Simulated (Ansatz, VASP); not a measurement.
# Cross-check of TaSnO3 between VASP and Ansatz, part 3 of 3

Aim: how closely do two programs agree when they are given the same cell, functional and k mesh? The cell is taken from a series of runs on this material, whose earlier steps may have relaxed, scaled, displaced or heated it; both programs get it as it stands.

VASP 6.6.1 and Ansatz 0.2.0.

So far: The structure; VASP: zone-centre phonons, PBEsol.

## 3. Ansatz: zone-centre phonons, PBEsol

Level of this step: Ansatz beside VASP: Kohn-Sham DFT, plane waves, PBEsol (Ansatz).

Ansatz runs on its PAW soft_1 files.

The same cell, functional, mesh and smearing now go to Ansatz, which takes its cutoff from its data sets.

Contents of input.yaml:

```yaml
crystal:
  lattice:
    - [4.0346466522, 0.0, 0.0]
    - [0.0, 4.0346466522, 0.0]
    - [0.0, 0.0, 4.0171059107]
  atoms:
    - { symbol: Ta, position: [0.5, 0.5, 0.516207558] }
    - { symbol: Sn, position: [0.0, 0.0, 0.9653924635] }
    - { symbol: O, position: [0.0, 0.5, 0.5310032242] }
    - { symbol: O, position: [0.5, 0.5, 0.0202563469] }
    - { symbol: O, position: [0.5, 0.0, 0.5310032242] }
kpoints:
  mp_grid: { grid: [10, 10, 10] }
hamiltonian:
  xc: pbesol
  pseudopotentials: { kind: paw, azcp: { folder: soft_1 }, xc_functional: pbe }
scf:
  occupations: { method: methfessel_paxton, width: 0.2 }
output:
  eigenvalues: true
phonons:
  method: dfpt
```

The run is started by

```
$ ansatz run input.yaml --threads 4 --pin off --max-ram 10240MiB --backend cpu --events-out ev --progress --plain --runs-dir out
```

Numbers of over 12 decimals in the logs are rounded to 6 here.

Log:

```text
zone centre: on kpoints.mp_grid the ground state, and the responses unless they are solved on pairs of k-points, stand on 216 of the mesh's 1000 k-points, reduced under 4 symmetry operations, with k and −k counted as one. Each operation leaves every solved displacement unchanged or reverses it
Engine: ansatz 0.2.0, aarch64-unknown-linux-gnu
Pseudopotentials: kind: paw
Pseudopotential: Ta, paw, valence charge 13, recommended cutoff 420 eV (normal), soft_1/Ta.paw.azcp
Pseudopotential: Sn, paw, valence charge 14, recommended cutoff 420 eV (normal), soft_1/Sn.paw.azcp
Pseudopotential: O, paw, valence charge 6, recommended cutoff 420 eV (normal), soft_1/O.paw.azcp
Functional definition: PBEsol
  exchange = pbesol_x
  correlation = pbesol_c
Crystal: 5 atoms, lattice volume = 65.392 Å³
Basis set: ecut = 420 eV, 1309 PW (Γ), exchange–correlation on 54×54×54 points (8 copies of the dense FFT grid, shifted against one another)
Bands: 28, of which v1, the nominal top of the filled ones, is band 23 counted from 1 (22 counted from 0)
Symmetry: 8 space group operations
k-points: 216 of 1000 (irreducible under 4 space group operations, time reversal used)
Non-local potential: Ta, projectors of the file, l = 0: 3, l = 1: 2, l = 2: 2, l = 3: 1
Non-local potential: Sn, projectors of the file, l = 0: 2, l = 1: 2, l = 2: 2, l = 3: 1
Non-local potential: O, projectors of the file, l = 0: 2, l = 1: 2, l = 2: 1
PAW form: soft (Blöchl's): semilocal exchange-correlation on the pseudo side does not see the compensation charge
PAW frozen core: Ta, regenerated for the run's functional, and the local potential with it (the file was generated under x = pbe(κ = 0.804, μ = 0.219515), c = pbe(β = 0.066725))
PAW frozen core: Sn, regenerated for the run's functional, and the local potential with it (the file was generated under x = pbe(κ = 0.804, μ = 0.219515), c = pbe(β = 0.066725))
PAW frozen core: O, regenerated for the run's functional, and the local potential with it (the file was generated under x = pbe(κ = 0.804, μ = 0.219515), c = pbe(β = 0.066725))
PAW one-centre angular grid: Ta, 590 points (default); XC on 64 Gauss nodes
PAW one-centre angular grid: Sn, 590 points (default); XC on 64 Gauss nodes
PAW one-centre angular grid: O, 110 points (default); XC on 64 Gauss nodes
Initial density: superposition of atomic densities (chi_scale 0.1, normalization cell, long waves kept (reshape's long-wave potential 0.00 eV rms))
Initial wavefunctions: pseudopotential atomic-orbital guess
Functional: x = pbesol(κ = 0.804, μ = 0.123457), c = pbesol(β = 0.046)
SCF iter   1: F=—  HF=-17442.426793 eV  |F-HF|=—  |Δ(HF+E_count)|=         —  Δρ=4.77e-2  dr2=1.30e0  ethr=3.10e-3  ⟨swp⟩=5.4  Hψ=25190  notcnv=0
preconditioner: auto → Kerker (q_TF=auto, 2.564 Å⁻¹)  [metal: Δε(μ)=0.012 eV  Ē_g=14.838 eV  σ=0.200 eV  W_gap=0.05  n_scr=18 (ndim 8)  ℏωp=27.9 eV  f_vac=0.000  D(μ)=3.06/eV (n_scr^D=26)]
SCF iter   2: F=—  HF=-17442.286965 eV  |F-HF|=—  |Δ(HF+E_count)|=   1.40e-1  S|Δr|=    0.00e0  Δρ=2.55e-2  dr2=3.70e-1  ethr=2.89e-3  ⟨swp⟩=2.0  Hψ=8766  notcnv=0  defer=89
SCF iter   3: F=—  HF=-17442.249606 eV  |F-HF|=—  |Δ(HF+E_count)|=   3.74e-2  S|Δr|=    0.00e0  Δρ=1.29e-2  dr2=6.64e-2  ethr=8.22e-4  ⟨swp⟩=2.4  Hψ=9584  notcnv=0  defer=89
SCF iter   4: F=—  HF=-17442.238175 eV  |F-HF|=—  |Δ(HF+E_count)|=   1.14e-2  S|Δr|=    0.00e0  Δρ=2.61e-3  dr2=4.17e-3  ethr=1.48e-4  ⟨swp⟩=2.3  Hψ=10305  notcnv=0  defer=75
SCF iter   5: F=—  HF=-17442.238832 eV  |F-HF|=—  |Δ(HF+E_count)|=   6.57e-4  S|Δr|=    0.00e0  Δρ=7.36e-4  dr2=3.62e-4  ethr=9.26e-6  ⟨swp⟩=2.1  Hψ=9998  notcnv=0  defer=75
SCF iter   6: F=—  HF=-17442.238953 eV  |F-HF|=—  |Δ(HF+E_count)|=   1.21e-4  S|Δr|=    0.00e0  Δρ=1.72e-4  dr2=2.13e-5  ethr=8.06e-7  ⟨swp⟩=2.5  Hψ=9077  notcnv=0  defer=75
SCF iter   7: F=—  HF=-17442.238957 eV  |F-HF|=—  |Δ(HF+E_count)|=   3.48e-6  S|Δr|=    0.00e0  Δρ=8.16e-5  dr2=3.43e-6  ethr=4.74e-8  ⟨swp⟩=2.2  Hψ=9754  notcnv=0  defer=75
SCF iter   8: F=—  HF=-17442.238956 eV  |F-HF|=—  |Δ(HF+E_count)|=   7.02e-7  S|Δr|=    0.00e0  Δρ=3.66e-5  dr2=7.20e-7  ethr=7.61e-9  ⟨swp⟩=2.0  Hψ=8673  notcnv=0  defer=75
SCF iter   9: F=—  HF=-17442.238956 eV  |F-HF|=—  |Δ(HF+E_count)|=   4.77e-8  S|Δr|=    0.00e0  Δρ=8.18e-6  dr2=5.29e-8  ethr=1.60e-9  ⟨swp⟩=2.1  Hψ=8228  notcnv=0  defer=75
SCF iter  10: F=—  HF=-17442.238956 eV  |F-HF|=—  |Δ(HF+E_count)|=  2.18e-10  S|Δr|=    0.00e0  Δρ=2.29e-6  dr2=4.05e-9  ethr=1.18e-10  ⟨swp⟩=2.0  Hψ=9846  notcnv=0  defer=75
SCF iter  11: F=—  HF=-17442.238956 eV  |F-HF|=—  |Δ(HF+E_count)|=  4.77e-10  S|Δr|=    0.00e0  Δρ=8.78e-7  dr2=6.42e-10  ethr=9.00e-12  ⟨swp⟩=2.1  Hψ=9647  notcnv=0  defer=75
SCF iter  12: F=—  HF=-17442.238956 eV  |F-HF|=—  |Δ(HF+E_count)|=  5.09e-11  S|Δr|=    0.00e0  Δρ=5.07e-7  dr2=1.73e-10  ethr=1.43e-12  ⟨swp⟩=2.0  Hψ=9854  notcnv=0  defer=75
SCF iter  13: F=—  HF=-17442.238956 eV  |F-HF|=—  |Δ(HF+E_count)|=  1.82e-11  S|Δr|=    0.00e0  Δρ=2.14e-7  dr2=2.69e-11  ethr=1.00e-12  ⟨swp⟩=2.4  Hψ=8079  notcnv=0  defer=75
SCF iter  14: F=-17442.238956 eV  HF=-17442.238956 eV  |F-HF|=3.64e-12  |Δ(HF+E_count)|=  3.64e-12  S|Δr|=    0.00e0  Δρ=6.32e-8  dr2=3.00e-12  ethr=1.00e-12  ⟨swp⟩=7.7  Hψ=27256  notcnv=0
SCF 1 converged in 14 iterations: F = -17442.238956 eV  dr2 = 3.00e-12
  greatest PAW one-centre occupation: 0.999 electrons in one spin orbital (limit 2), on the Ta atom at site 0 (counted from 0), in its partial waves of l = 0
DFPT response loops at Γ: preconditioner auto → Kerker (q_TF=auto, 2.564 Å⁻¹) (partly filled bands, converged f_vac=0.000); β = 1.00, the filter's whole step (`scf.mixing.beta` (0.50) is not read by the response loops under this deck's `scf.mixing.preconditioner`; to damp them name `kerker` or `kerker_dos`, under which they read `scf.mixing.beta`, and type it under 1.00, their step now; both keys bind the ground state too); Broyden in place of MSR1
SCF converged after 14 iterations
Stability not checked: this state was not tested for a lower state beside it, because cold or Methfessel-Paxton smearing, or corrected tetrahedra, fill the levels in a way that the test cannot read (fill_not_monotonic; see scf.lower_state_search)
Free energy (F): -17442.238956 eV
Harris-Foulkes:  -17442.238956 eV  (|F-HF|=3.64e-12)
Internal energy: -17442.236868 eV  (E = F + TS)
E sigma→0 (E₀):  -17442.238434 eV
Entropy (-TS):   -0.002088 eV (-0.418 meV/atom)
Fermi energy:    13.738802 eV
--- Per-component energies (eV) ---
  E_band       = -218.305946
  E_kinetic    = 1059.852931
  E_local      = -2487.124751  (includes V_loc(G=0)·N_el)
  E_nonlocal   = 297.565218
  E_hartree    = 1024.919957
  E_xc         = -655.025295
  E_vxc        = -585.015164  (∫ρ·V_xc dr)
  E_paw        = -12945.060334  (= ΣΔE_a)
  E_vpaw       = -553.426778  (= ΣTr[D̂ρ^β])
  E_aug_tail   = 0.002719  (compensation charges beyond the density's cutoff)
  E_ewald      = -3737.971728
  E_core_change = 0.604416  (= ΣΔE_core)
  E_smearing   = -0.002088  (= −TS)
  E_closure    = 0.000000  (closes the sum)
  Σ components = -17442.238956   (vs F -17442.238956, Δ=0.00e0)
--- Band table (eV; the first three rows and the last of 216) ---
  k-point 0: bands = [... 19 lower, 9.2382, 9.2382, 9.3265, 12.8797, 12.9553, 12.9553, 16.7735, 17.2040, ... 1 higher]
  k-point 1: bands = [... 19 lower, 9.0997, 9.1920, 9.1920, 12.8878, 13.2296, 13.2296, 16.2913, 17.1331, ... 1 higher]
  k-point 2: bands = [... 19 lower, 9.1256, 9.1629, 9.1629, 12.9092, 13.8887, 13.8887, 15.3026, 16.9628, ... 1 higher]
  k-point 215: bands = [... 19 lower, 9.8547, 9.9738, 9.9738, 16.1000, 16.1270, 16.1270, 17.1209, 17.1466, ... 1 higher]
--- Phonons (Γ-DFPT): 9 representative perturbations + reference, on 216 of 1000 k-points (Σ response iterations 27) ---
  k mesh reduced under 4 symmetry operations, with k and −k counted as one. Each operation leaves every solved displacement unchanged or reverses it
  ASR residual: 7.526e-4 → 0.000e0 eV/Å²; symmetrization residual: 4.290e-6 eV/Å²
  ASR residual per site (eV/Å²): 7.53e-4 1.38e-5 4.22e-4 4.85e-4 4.22e-4
  Γ frequencies (cm⁻¹): -14.08 -14.08 0.00 0.00 0.00 36.34 259.59 263.69 263.69 272.98 272.98 274.20 544.95 544.95 556.55
  non-analytic LO–TO correction: not included (Born effective charges unavailable; polar crystals: no LO–TO splitting at Γ)
```

In the SCF lines HF is the Harris–Foulkes energy and dr2 the Hartree energy of the density residual, in eV; the loop may stop once dr2 is under the threshold and the program's other checks hold. Hψ counts applications of the Hamiltonian.

## 4. Side by side

Known differences besides the potentials themselves: the data sets hold 45 valence electrons in Ansatz (on its PAW soft_1 files) and 43 in VASP; the cutoff is 420 eV in Ansatz and 600 eV in VASP; Ansatz makes its cores anew for this functional, VASP keeps those of its PBE data sets. Total energies have different zeros and are not compared.

Zone-centre modes by rising frequency (cm⁻¹; imaginary ones negative):

| program | modes |
| --- | --- |
| Ansatz | -14.1, -14.1, 0.0, 0.0, 0.0, 36.3, 259.6, 263.7, 263.7, 273.0, 273.0, 274.2, 545.0, 545.0, 556.5 |
| VASP | -2.6, -2.6, -0.1, 8.0, 8.0, 36.8, 260.1, 264.5, 264.5, 272.6, 272.6, 272.6, 559.3, 559.3, 570.9 |

The two lists differ in the order or number of single and degenerate modes, so they aren't paired one by one; the r.m.s. figure in the results sets the two lists side by side in order.

## 5. Outcome

| Property | Result |
| --- | --- |
| r.m.s. difference of the optical zone-centre modes, each program's sorted by frequency (zone-centre phonons, PBEsol) | 12 cm⁻¹ |

The r.m.s. difference of the optical zone-centre modes, each program's sorted by frequency is 12 cm⁻¹ (zone-centre phonons, PBEsol). The data sets hold unlike numbers of valence electrons (45 in Ansatz and 43 in VASP), so part of the differences comes from the potentials. What causes the difference of the zone-centre phonons, PBEsol pair stays open here. How closely two codes agree says nothing of how well the functional describes the real material.

[Lines on the potential files, build, host, timing and source positions are cut from VASP's logs without a mark.]

[Logs are printed without paths, hosts, clocks, repeated set-up lines and the standing remarks that a program may print on its own settings, such as how far it seeks lower states.]

[Hosts, paths, dates, database ids (printed as entryN), source tags and the programs' standing remarks are cut or masked in the printed files.]
